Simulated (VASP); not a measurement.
SnO2 (Cassiterite):

```
CELL_PARAMETERS angstrom
4.73800 0.00000 0.00000
0.00000 4.73800 0.00000
0.00000 0.00000 3.18650
ATOMIC_POSITIONS crystal
Sn 0.50000 0.50000 0.50000
Sn 0.00000 0.00000 0.00000
O 0.80710 0.19290 0.50000
O 0.69290 0.69290 0.00000
O 0.19290 0.80710 0.50000
O 0.30710 0.30710 0.00000
```

```yaml
Program: VASP 6.6.1
Task: relaxation of cell and atoms
Functional: PBE
Potentials_or_basis: VASP PAW PBE potentials, release 54 (Sn_d, O)
Cutoff: 600 eV
k_mesh: 6 × 6 × 8
Occupations: fermi-dirac, width 0.05 eV
Spin: no spin polarisation
```

At the start: pressure 11.6 GPa; volume 11.92 Å³/atom.

Q: How do energy, volume and symmetry change on relaxing?

A: Over 8 steps the energy falls by 23.7 meV/atom and the volume is 12.61 Å³/atom (+5.8 %); space group P4_2/mnm (No. 136, to 0.05 Å).

The path:
| step | energy change (eV) | largest force (eV/Å) | pressure (GPa) | volume (Å³) |
| --- | --- | --- | --- | --- |
| 1 | 0.0000 | 0.2935 | 11.61 | 71.53 |
| 2 | 0.0631 | 0.3609 | -10.52 | 80.85 |
| 3 | -0.1403 | 0.0643 | -0.02 | 75.51 |
| 4 | -0.1403 | 0.0583 | 0.20 | 75.43 |
| 5 | -0.1420 | 0.0036 | 0.08 | 75.57 |
| 6 | -0.1421 | 0.0189 | 0.05 | 75.63 |
| 7 | -0.1422 | 0.0011 | -0.09 | 75.68 |
| 8 | -0.1422 | 0.0030 | -0.06 | 75.67 |

Final structure:
```xyz
6
Lattice="4.8305 0.0000 0.0000 0.0000 4.8305 0.0000 0.0000 0.0000 3.2432" Properties=species:S:1:pos:R:3 pbc="T T T"
Sn    2.4152    2.4152    1.6216
Sn    0.0000    4.8305    0.0000
O     3.8961    0.9344    1.6216
O     3.3496    3.3496    0.0000
O     0.9344    3.8961    1.6216
O     1.4809    1.4809    0.0000
```
